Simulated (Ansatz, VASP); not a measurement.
## C: VASP beside Ansatz

Contents of INCAR:

```
SYSTEM = C
PREC = Accurate
ENCUT = 520
EDIFF = 1E-6
ISMEAR = 0
SIGMA = 0.02
LREAL = .False.
LASPH = .True.
NELM = 60
ALGO = Normal
ISIF = 2
LWAVE = .False.
LCHARG = .False.
GGA = PE
NBANDS = 11
```

The input KPOINTS:

```
regular mesh
0
Gamma
  12 12 12
  0 0 0
```

File POSCAR:

```
C
1.0
    0.0000000000      1.7676978883      1.7676978883
    1.7676978883      0.0000000000      1.7676978883
    1.7676978883      1.7676978883      0.0000000000
C
2
Direct
    0.0000000000      0.0000000000      0.0000000000
    0.2500000000      0.2500000000      0.2500000000
```

Input for Ansatz:

```yaml
crystal:
  lattice:
    - [0.0, 1.7676978883, 1.7676978883]
    - [1.7676978883, 0.0, 1.7676978883]
    - [1.7676978883, 1.7676978883, 0.0]
  atoms:
    - { symbol: C, position: [0.0, 0.0, 0.0] }
    - { symbol: C, position: [0.25, 0.25, 0.25] }
basis:
  ecutwfc: 420
kpoints:
  mp_grid: { grid: [12, 12, 12] }
hamiltonian:
  xc: pbe
scf:
  occupations: { method: gaussian, width: 0.02 }
output:
  forces: true
  stress: true
  eigenvalues: true
```

Alike in both runs: task single point; functional PBE; k mesh 12 × 12 × 12; occupations gaussian, width 0.02 eV; no spin polarisation.

|  | VASP | Ansatz |
| --- | --- | --- |
| version | VASP 6.6.1 | Ansatz 0.2.0 |
| potentials or method | VASP PAW PBE potentials, release 64 (C) | scalar-relativistic, plane waves, PAW |
| plane-wave cutoff (eV) | 520 | 420 |
| valence electrons in the cell | 8 | 8 |

|  | VASP | Ansatz | Ansatz less VASP |
| --- | --- | --- | --- |
| gap on the k mesh at the Fermi level (eV) | 4.21 | 4.22 | +0.005 |
| least direct gap on the mesh (eV) | 5.66 | 5.67 | +0.005 |
| pressure (GPa) | 14.8 | 14.0 | -0.79 |
